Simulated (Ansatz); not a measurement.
A run of Ansatz 0.2.0:

Contents of input.yaml:

```yaml
crystal:
  lattice:
    - [2.908394, 0.0, 0.0]
    - [0.0, 2.908394, 0.0]
    - [0.0, 0.0, 4.103427]
  atoms:
    - { symbol: Si, position: [0.5, 0.5, 0.5] }
    - { symbol: Mg, position: [0.0, 0.0, 0.0] }
kpoints:
  mp_grid: { grid: [9, 9, 7] }
scf:
  occupations: { method: fermi_dirac, width: 0.05 }
hamiltonian:
  xc: blyp
  dispersion: d4
  pseudopotentials: { kind: all_electron, lapw: { basis_error: 0.001 } }
output:
  forces: true
  stress: true
relax:
  f_tol: 0.02
  max_steps: 60
  cell: {}
```

Potentials or basis: all-electron LAPW, scalar-relativistic.

The run is started by

```console
$ ansatz run input.yaml --threads 1 --pin off --max-ram 3072MiB --backend cpu --events-out ev --progress --plain --runs-dir out
```

Hardware: 1 thread of Arm Neoverse V2 (shared host).

Q: How long does it take, and how much memory?

A: Run time: 16 s on 1 thread of Arm Neoverse V2 (shared host), peak memory 0.26 GiB. Counts: scf iterations 26, plane waves 139, k points 60, bands 15, ion steps 6.
